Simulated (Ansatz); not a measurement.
## BN at 18 GPa (stress–strain coefficients): relaxed-ion elastic tensor

Computed with Ansatz, DFT PBE+D3(BJ), scalar-relativistic, plane waves, PAW. Cutoff 420 eV, 12×12×12 k-points (Γ-centred), fixed occupations. No spin polarisation.

The cell, relaxed at 18 GPa:
```xyz
2
Lattice="2.4630 0.0023 -0.2341 -1.2224 2.1383 0.2341 -0.9808 -0.8614 2.7466" Properties=species:S:1:pos:R:3 pbc="T T T"
B     1.2364    2.1268   -0.0040
N     0.2468   -0.1593    2.6366
```

Task: Give the relaxed-ion elastic constants (GPa, Voigt order xx yy zz yz xz xy, on the axes of the cell above).

Result:
```
1140.5  298.5   36.3   -3.2 -100.1    0.4
 298.5 1149.2   35.1   75.9  -25.3    7.2
  36.2   35.0  159.3   -3.5    6.0   -1.1
  -3.2   75.9   -3.5   40.2   -0.4  -37.2
-100.1  -25.3    6.0   -0.4   40.6    3.7
   0.4    7.2   -1.0  -37.2    3.6  427.2
```

Task: Is the crystal stable against homogeneous strain?

Result: Yes: the least eigenvalue of the tensor is 30.7 GPa.

Task: And the moduli of a polycrystal (Hill averages)?

Result: B = 247 GPa, G = 152 GPa, E = 377 GPa, ν = 0.25.

This form isn't the usual stable structure of the compound at low pressure.

Cost: 1 run of about 3.6 core-minutes, on AMD EPYC 7R43 (Zen 3) (shared hosts).